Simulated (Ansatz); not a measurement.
# CaS: frozen-core PAW against all-electron methods

```
CELL_PARAMETERS angstrom
0.00000 2.84300 2.84300
2.84300 0.00000 2.84300
2.84300 2.84300 0.00000
ATOMIC_POSITIONS crystal
Ca 0.00000 0.00000 0.00000
S 0.50000 0.50000 0.50000
```

Atoms are numbered in the order listed.

The conventional cell has a = 5.686 Å, b = 5.686 Å, c = 5.686 Å, α = 90.00°, β = 90.00°, γ = 90.00°. Ca (atom 1) has 6 S at 2.84 Å as nearest neighbours. Around S (atom 2) lie 6 Ca at 2.84 Å.

The cell is COD entry 1011236, as deposited and not checked against the literature; nothing was relaxed. It is an old determination, and later ones may differ.

Levels of theory: DFT, PBE, PAW with Ansatz's default frozen-core files, scalar-relativistic (Ansatz 0.2.0); DFT, PBE, all-electron LAPW, scalar-relativistic (Ansatz 0.2.0).

For PAW: a Γ-centred 7×7×7 k mesh, Fermi–Dirac smearing of 0.01 eV, cutoff 420 eV, no spin polarisation. LAPW targets a basis error of 0.25 meV/atom. The Ansatz runs share mesh, smearing and spin set-up. Plane-wave (PAW) pressures include the program's estimate of the Pulay term.

Stress and pressure are positive in compression.

Levels count from the top of the valence band.

PAW results:

| quantity | PAW |
| --- | --- |
| pressure (GPa) | 0.80 |
| band gap (eV) | 2.352 |
| highest filled level at X (eV) | -0.809 |
| lowest empty level at X (eV) | 2.352 |
| highest filled level at L (eV) | -1.161 |
| lowest empty level at L (eV) | 5.223 |

(1) What does all-electron LAPW give for the same quantities?

Results:

(1) 
```csv
quantity,LAPW
pressure (GPa),0.79
band gap (eV),2.352
highest filled level at X (eV),-0.809
lowest empty level at X (eV),2.352
highest filled level at L (eV),-1.161
lowest empty level at L (eV),5.223
```
